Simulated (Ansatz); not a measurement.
GaP, space group R-3m, a comparison of functionals at one structure

Program: the Ansatz DFT code, driven from Python.

Interactive session:
```pycon
>>> import ansatz as az
>>> from pymatgen.core import Lattice, Structure
>>> from pymatgen.io.ase import AseAtomsAdaptor
>>> pmg_structure = Structure(
...     Lattice([[1.94301518, 1.12180033, 6.4308101], [-1.94301518, 1.12180033, 6.4308101], [0.0, -2.24360067, 6.4308101]]),
...     ['Ga', 'Ga', 'P', 'P'],
...     [
...         [0.435372, 0.435372, 0.435372],
...         [0.564628, 0.564628, 0.564628],
...         [0.057389, 0.057389, 0.057389],
...         [0.942611, 0.942611, 0.942611],
...     ],
... )
>>> structure = az.Crystal.from_ase(AseAtomsAdaptor.get_atoms(pmg_structure))
>>> len(structure.resolved().sites)
4
>>> calculation = structure.calculation().basis(470).kpoints(6, center='gamma').occupations('Fixed').band_table()
>>> rows = []
>>> for value in ['blyp', 'lda', 'pbesol']:
...     r = calculation.functional(value).run().report
...     rows.append((value, r['free_energy_ev'] / len(r['lattice']['sites']), r['n_iterations'], r['gap_by_band_count_ev'], r['n_kpoints']))
...
>>> print('  functional   F/atom (eV)    iterations  gap by band count (eV)      k-points')
  functional   F/atom (eV)    iterations  gap by band count (eV)      k-points
>>> for row in rows:
...     print(f'{str(row[0]):>12s}  {row[1]:12.5f}  {row[2]:12d}  {row[3]:22.3f}  {row[4]:12d}')
...
        blyp   -2276.60439             7                   0.933            32
         lda   -2216.73218             7                   0.707            32
      pbesol   -2241.88876             7                   0.729            32
```

Notes:
- Semilocal gaps usually lie well under measured ones.
- This cell is a computed structure, which may not be the phase found in nature.
- Levels are Kohn-Sham eigenvalues on this mesh, without spin-orbit coupling.
- Total energies of different functionals can't be compared; pressures, moments and gaps at this one structure can.
- The whole script took 10 s on 1 thread of Arm Neoverse V2, on a shared host, peak memory 0.48 GiB.
